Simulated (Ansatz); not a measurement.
Ti2O: how the k-point mesh moves the results

These are results of DFT PBEsol, scalar-relativistic, plane waves, PAW (Ansatz), not measurements.

```
Ti O
1.0
     2.91940    0.00000    0.00000
    -1.45970    2.52827    0.00000
     0.00000    0.00000    4.71300
Ti O
2 1
Direct
  0.66667 0.33333 0.27874
  0.33333 0.66667 0.72126
  0.00000 0.00000 0.00000
```

| Quantity | Value |
| --- | --- |
| plane-wave cutoff | 420 eV |
| occupation rule | Gaussian smearing, 0.1 eV |
| spin treatment | unpolarised |

The atoms stay fixed while the k-point mesh is varied. ΔE is the energy extrapolated to zero smearing, less that of the reference run (30×30×16). The cell isn't necessarily relaxed at this level. The meshes are Γ-centred. Pressure is positive in compression.

Times are rough; the reference took 100 s on 1 thread of Intel(R) Xeon(R) Processor @ 2.50GHz (Skylake/Cascade Lake), with other jobs on the host, peak memory 0.93 GiB.

Question: Tried: 1×1×1, 3×3×2, 6×6×2, 6×6×4, 12×12×6, 12×12×8, 18×18×8, 18×18×10, 24×24×12, 24×24×14, 30×30×16. From which k-point mesh on does the energy per atom stay within 100, 10 and 1 meV of the reference?

Answer: 3×3×2 for 100 meV, 6×6×2 for 10 meV, 12×12×6 for 1 meV. The reference itself isn't shown to be converged. At 6×6×2, where the energy is within 10 meV, force components still miss by up to 0.013 eV/Å, where the largest force is 1.326 eV/Å.

```
    mesh  ΔE (meV/atom) P (GPa) largest change of a force component (eV/Å) irreducible points wall time (s)
   1×1×1           2078    67.82                                       0.215                   1            1.6
   3×3×2           33.0     5.65                                       0.145                   6            1.7
   6×6×2          -7.79     4.03                                       0.013                  14              2
   6×6×4           3.70     4.50                                       0.068                  24            2.5
 12×12×6           0.01     4.41                                       0.011                 100            6.6
 12×12×8          -0.21     4.43                                       0.003                 131            8.4
 18×18×8          -0.01     4.44                                       0.000                 266             16
18×18×10           0.04     4.43                                       0.002                 330             25
24×24×12          -0.01     4.43                                       0.000                 667             38
24×24×14           0.04     4.43                                       0.000                 776             58
30×30×16           0.00     4.43                                       0.000                1344            100
```